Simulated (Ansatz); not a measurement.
Zincblende PbS, relaxed with r2SCAN, was run in Ansatz 0.2.0 under altered settings. All numbers are computed, without spin polarisation but where a row says otherwise.

```
CELL_PARAMETERS angstrom
0.00000 3.30098 3.30098
3.30098 0.00000 3.30098
3.30098 3.30098 0.00000
ATOMIC_POSITIONS crystal
Pb 0.00000 0.00000 0.00000
S 0.25000 0.25000 0.25000
```

The base run's other keys:
```yaml
kpoints:
  mp_grid: { grid: [4, 4, 4] }
hamiltonian:
  xc: hse06
scf:
  occupations: { method: fixed }
  n_extra_bands: 4
```

It takes 14 iterations with 1411 plane waves at 420 eV and 8 k points, and leaves a mean stress of +0.08 GPa. The gap over this mesh is 1.293 eV. It ran on 4 threads of Intel(R) Xeon(R) Processor @ 2.50GHz (Skylake/Cascade Lake), with other jobs on the host.

Outcomes, with energy and stress as changes against the base:

| setting | outcome | ΔF (meV/atom) | Δ mean stress (GPa) | gap on the mesh (eV) | iterations | wall time |
| --- | --- | --- | --- | --- | --- | --- |
| PBE hybrid, exx coeff 1.0, omega 0.1 1/Å | converged | – | -1.4 | 4.351 | 20 | 41 s |
| PBE hybrid, exx coeff 0.2, omega 0.1 1/Å | converged | – | +0.1 | 1.413 | 13 | 26 s |
| scf.exx.ecutfock_ratio: 4 | converged | 0.0 | 0.0 | 1.293 | 14 | 28 s |
| PBE hybrid, exx coeff 0.3, omega 0.3 1/Å | converged | – | -0.1 | 1.216 | 13 | 35 s |
| PBE hybrid, exx coeff 1.5, omega 0.2078 1/Å | refused | – | – | – | – | 0.11 s |
| kpoints.mp_grid.grid: [5, 5, 5] | converged | +1.9 | 0.0 | 1.603 | 14 | 43 s |

A dash marks a value that wasn't obtained or can't be compared. Stress is positive in compression. The base took 32 s.

- PBE hybrid, exx coeff 1.0, omega 0.1 1/Å. That is 100 % exact exchange, screened with ω = 0.1 1/Å, against HSE06's 25 % screened at 0.208 1/Å. The mean stress moves by -1.4 GPa and the gap on the mesh by +3.058 eV (to 4.351). Totals of different functionals aren't comparable. The program warns that on this mesh the truncation of the exchange isn't bounded, so part of the change can be an error of the mesh.
- PBE hybrid, exx coeff 0.2, omega 0.1 1/Å. That is 20 % exact exchange, screened with ω = 0.1 1/Å, against HSE06's 25 % screened at 0.208 1/Å. The mean stress moves by +0.1 GPa and the gap on the mesh by +0.120 eV (to 1.413). Totals of different functionals aren't comparable. The program warns that on this mesh the truncation of the exchange isn't bounded, so part of the change can be an error of the mesh.
- PBE hybrid, exx coeff 0.3, omega 0.3 1/Å. That is 30 % exact exchange, screened with ω = 0.3 1/Å, against HSE06's 25 % screened at 0.208 1/Å. The mean stress moves by -0.1 GPa and the gap on the mesh by -0.077 eV (to 1.216). Totals of different functionals aren't comparable.
- PBE hybrid, exx coeff 1.5, omega 0.2078 1/Å. It is rejected at once. Error: invalid value for `hamiltonian.xc.exx.coeff`: must be finite and in (0, 1]; got 1.5
- kpoints.mp_grid.grid: [5, 5, 5]. The free energy moves by +1.9 meV an atom, the mean stress by 0.0 GPa and the gap on the mesh by +0.310 eV (to 1.603). The gap changes mostly because other points are sampled; a mesh that misses a band edge overestimates it. The difference shows how far the base mesh is converged.

Within 1 meV an atom, 0.1 GPa and 0.005 eV of the base stay: scf.exx.ecutfock_ratio: 4.

Spin-orbit coupling is left out; in compounds of Pb, Bi, Tl or Hg it can lower a gap by up to about 1 eV, split its edges or invert the bands.

The program warns that its thresholds are loose for a hybrid's stress.

The meshes of the hybrids are coarse, so their gaps aren't converged to the digits shown.
